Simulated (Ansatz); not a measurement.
Born–Oppenheimer molecular dynamics of a periodic cell of 16 atoms, TaN (start crystal TaN, start structure P-6m2, volume 1.1 times the crystal's). It starts from a structure without forces on its atoms.

Method: DFT PBEsol, scalar-relativistic, plane waves, PAW in Ansatz 0.2.0. Settings: accuracy low, PAW set soft_1, cutoff 420 eV, k mesh 2x2x2, fermi-dirac smearing 0.17 eV, no spin polarisation.

```json
{"ensemble": "NVT, Langevin thermostat", "time step": "1 fs", "steps asked": "170", "set temperature": "2000 K", "friction": "0.02 /fs", "seed": "812521"}
```

Frames 10 fs apart, positions in Å.

Velocities at 50 fs (Å/ps):

```
Ta -1.78 -1.08 2.81
N 6.12 -8.89 -12.13
Ta -0.54 -0.07 5.50
N -9.18 6.10 1.93
Ta 1.07 0.12 -0.28
N 18.00 -10.79 -21.26
Ta 3.74 -4.36 -2.38
N -6.29 -2.69 7.10
Ta -0.02 -6.19 4.54
N -0.05 -0.48 1.10
Ta -0.65 -0.71 4.16
N -7.55 -15.60 -0.85
Ta 0.34 3.92 2.57
N 5.54 -8.69 1.58
Ta 3.86 1.28 -0.69
N 0.48 -8.86 5.95
```

```xyz
16
Lattice="-3.0328 -5.2530 0.0000 4.5493 -2.6265 0.0000 0.0000 0.0000 5.9521" Properties=species:S:1:pos:R:3 time_fs=50 energy_less_start_eV=2.921 T=1571
Ta -0.108 -3.667 1.545
N 0.057 -5.602 0.097
Ta -0.050 -3.558 4.527
N 0.065 -5.296 3.128
Ta 3.029 -3.404 1.428
N -1.535 -2.782 0.001
Ta 2.979 -3.395 4.497
N -1.643 -2.492 3.058
Ta 1.513 -0.929 1.551
N 1.603 -2.669 0.025
Ta 1.520 -0.822 4.581
N 1.513 -2.564 3.013
Ta 1.469 -6.200 1.430
N -0.011 -0.002 0.233
Ta 1.620 -6.098 4.597
N -0.039 0.132 2.823
16
Lattice="-3.0328 -5.2530 0.0000 4.5493 -2.6265 0.0000 0.0000 0.0000 5.9521" Properties=species:S:1:pos:R:3 time_fs=60 energy_less_start_eV=2.871 T=1598
Ta -0.102 -3.685 1.573
N 0.077 -5.553 -0.003
Ta -0.059 -3.548 4.577
N -0.023 -5.207 3.166
Ta 3.047 -3.404 1.434
N -1.387 -2.832 -0.154
Ta 3.020 -3.445 4.483
N -1.637 -2.582 3.121
Ta 1.497 -0.993 1.597
N 1.547 -2.647 0.070
Ta 1.499 -0.819 4.595
N 1.464 -2.765 3.041
Ta 1.481 -6.165 1.478
N 0.047 -0.118 0.155
Ta 1.658 -6.087 4.590
N -0.039 0.033 2.911
16
Lattice="-3.0328 -5.2530 0.0000 4.5493 -2.6265 0.0000 0.0000 0.0000 5.9521" Properties=species:S:1:pos:R:3 time_fs=70 energy_less_start_eV=2.190 T=1542
Ta -0.054 -3.670 1.594
N 0.009 -5.331 0.005
Ta -0.058 -3.533 4.603
N -0.120 -5.182 3.187
Ta 3.067 -3.418 1.446
N -1.367 -2.749 -0.100
Ta 3.052 -3.475 4.470
N -1.516 -2.745 3.078
Ta 1.493 -1.036 1.611
N 1.494 -2.581 0.085
Ta 1.479 -0.834 4.570
N 1.499 -2.829 3.082
Ta 1.495 -6.141 1.538
N 0.073 -0.136 0.059
Ta 1.680 -6.086 4.577
N -0.031 -0.040 3.016
16
Lattice="-3.0328 -5.2530 0.0000 4.5493 -2.6265 0.0000 0.0000 0.0000 5.9521" Properties=species:S:1:pos:R:3 time_fs=80 energy_less_start_eV=2.401 T=1926
Ta 0.002 -3.631 1.624
N -0.037 -5.096 0.050
Ta -0.055 -3.534 4.631
N -0.188 -5.174 3.030
Ta 3.099 -3.417 1.450
N -1.459 -2.681 0.146
Ta 3.088 -3.487 4.474
N -1.356 -2.853 3.022
Ta 1.506 -1.045 1.623
N 1.464 -2.544 0.142
Ta 1.474 -0.856 4.575
N 1.516 -2.783 3.134
Ta 1.494 -6.148 1.570
N 0.020 0.013 0.061
Ta 1.703 -6.077 4.568
N -0.065 -0.129 3.128
16
Lattice="-3.0328 -5.2530 0.0000 4.5493 -2.6265 0.0000 0.0000 0.0000 5.9521" Properties=species:S:1:pos:R:3 time_fs=90 energy_less_start_eV=3.400 T=1433
Ta 0.068 -3.567 1.643
N -0.037 -5.008 0.120
Ta -0.056 -3.513 4.673
N -0.137 -5.244 2.906
Ta 3.113 -3.403 1.461
N -1.561 -2.603 0.402
Ta 3.117 -3.503 4.493
N -1.371 -2.836 2.990
Ta 1.509 -1.039 1.647
N 1.483 -2.570 0.254
Ta 1.491 -0.877 4.601
N 1.433 -2.711 3.195
Ta 1.505 -6.154 1.598
N -0.038 0.132 0.069
Ta 1.703 -6.068 4.569
N -0.020 -0.221 3.154
16
Lattice="-3.0328 -5.2530 0.0000 4.5493 -2.6265 0.0000 0.0000 0.0000 5.9521" Properties=species:S:1:pos:R:3 time_fs=100 energy_less_start_eV=3.131 T=1418
Ta 0.109 -3.489 1.656
N 0.019 -5.136 0.222
Ta -0.038 -3.486 4.703
N 0.014 -5.372 2.894
Ta 3.134 -3.414 1.476
N -1.625 -2.517 0.416
Ta 3.128 -3.539 4.492
N -1.542 -2.718 3.019
Ta 1.488 -1.039 1.670
N 1.567 -2.524 0.233
Ta 1.511 -0.894 4.632
N 1.401 -2.623 3.240
Ta 1.501 -6.145 1.611
N -0.002 0.156 0.029
Ta 1.690 -6.066 4.559
N 0.092 -0.221 3.124
16
Lattice="-3.0328 -5.2530 0.0000 4.5493 -2.6265 0.0000 0.0000 0.0000 5.9521" Properties=species:S:1:pos:R:3 time_fs=110 energy_less_start_eV=3.031 T=1714
Ta 0.104 -3.424 1.676
N 0.089 -5.299 0.236
Ta -0.018 -3.448 4.719
N 0.162 -5.467 3.068
Ta 3.147 -3.460 1.495
N -1.590 -2.456 0.260
Ta 3.118 -3.554 4.495
N -1.705 -2.687 3.114
Ta 1.461 -1.030 1.705
N 1.647 -2.515 0.138
Ta 1.517 -0.891 4.661
N 1.499 -2.614 3.211
Ta 1.480 -6.130 1.644
N 0.020 0.063 -0.002
Ta 1.672 -6.061 4.544
N 0.118 -0.172 3.045
16
Lattice="-3.0328 -5.2530 0.0000 4.5493 -2.6265 0.0000 0.0000 0.0000 5.9521" Properties=species:S:1:pos:R:3 time_fs=120 energy_less_start_eV=2.821 T=1532
Ta 0.072 -3.404 1.699
N 0.098 -5.319 0.176
Ta -0.014 -3.413 4.737
N 0.121 -5.373 3.286
Ta 3.146 -3.528 1.511
N -1.482 -2.526 0.064
Ta 3.104 -3.558 4.511
N -1.679 -2.689 3.262
Ta 1.453 -1.016 1.734
N 1.677 -2.591 0.052
Ta 1.522 -0.880 4.690
N 1.607 -2.683 3.178
Ta 1.460 -6.120 1.662
N 0.066 -0.104 0.037
Ta 1.642 -6.071 4.542
N 0.111 -0.018 3.013
16
Lattice="-3.0328 -5.2530 0.0000 4.5493 -2.6265 0.0000 0.0000 0.0000 5.9521" Properties=species:S:1:pos:R:3 time_fs=130 energy_less_start_eV=2.712 T=2178
Ta 0.061 -3.436 1.730
N 0.089 -5.283 0.187
Ta 0.002 -3.411 4.758
N -0.081 -5.172 3.346
Ta 3.148 -3.588 1.545
N -1.409 -2.741 -0.025
Ta 3.070 -3.539 4.570
N -1.506 -2.674 3.252
Ta 1.436 -0.988 1.735
N 1.717 -2.680 0.085
Ta 1.533 -0.860 4.701
N 1.731 -2.698 3.135
Ta 1.444 -6.102 1.674
N 0.011 -0.165 0.081
Ta 1.592 -6.084 4.556
N 0.043 0.112 2.988
16
Lattice="-3.0328 -5.2530 0.0000 4.5493 -2.6265 0.0000 0.0000 0.0000 5.9521" Properties=species:S:1:pos:R:3 time_fs=140 energy_less_start_eV=2.439 T=1716
Ta 0.044 -3.495 1.760
N 0.008 -5.266 0.242
Ta 0.050 -3.416 4.769
N -0.142 -5.028 3.305
Ta 3.137 -3.639 1.567
N -1.417 -2.768 0.031
Ta 3.042 -3.509 4.618
N -1.333 -2.599 3.199
Ta 1.430 -0.931 1.752
N 1.673 -2.702 0.233
Ta 1.532 -0.856 4.705
N 1.804 -2.721 3.061
Ta 1.448 -6.119 1.677
N 0.040 -0.134 0.185
Ta 1.527 -6.096 4.590
N -0.022 0.128 3.080
16
Lattice="-3.0328 -5.2530 0.0000 4.5493 -2.6265 0.0000 0.0000 0.0000 5.9521" Properties=species:S:1:pos:R:3 time_fs=150 energy_less_start_eV=2.312 T=1930
Ta 0.028 -3.560 1.786
N -0.077 -5.254 0.349
Ta 0.137 -3.429 4.746
N -0.079 -5.004 3.342
Ta 3.121 -3.649 1.577
N -1.577 -2.704 0.215
Ta 3.021 -3.493 4.651
N -1.328 -2.496 3.244
Ta 1.429 -0.881 1.782
N 1.519 -2.693 0.371
Ta 1.527 -0.845 4.692
N 1.664 -2.650 2.962
Ta 1.450 -6.145 1.668
N 0.098 -0.014 0.169
Ta 1.475 -6.104 4.625
N -0.088 0.079 3.125
16
Lattice="-3.0328 -5.2530 0.0000 4.5493 -2.6265 0.0000 0.0000 0.0000 5.9521" Properties=species:S:1:pos:R:3 time_fs=160 energy_less_start_eV=2.979 T=1617
Ta 0.001 -3.594 1.823
N -0.115 -5.266 0.425
Ta 0.202 -3.422 4.743
N 0.044 -5.087 3.312
Ta 3.103 -3.644 1.591
N -1.661 -2.565 0.357
Ta 2.996 -3.470 4.685
N -1.406 -2.483 3.284
Ta 1.443 -0.839 1.814
N 1.407 -2.713 0.431
Ta 1.514 -0.820 4.657
N 1.541 -2.516 3.013
Ta 1.451 -6.172 1.638
N 0.009 0.140 0.170
Ta 1.449 -6.080 4.660
N -0.093 0.070 3.267
```

Of the whole run (170 fs, mean temperature of the second half 1712 K): The mean temperature of the second half is 14 % below the set value. A run of 0.17 ps of so small a system gives no equilibrium averages. Limits of this set-up: coarse k mesh, PAW files made for another functional, low accuracy level.

Time of the run: 16 min on 1 thread of Arm Neoverse V2, on a shared host, peak memory 0.57 GiB.
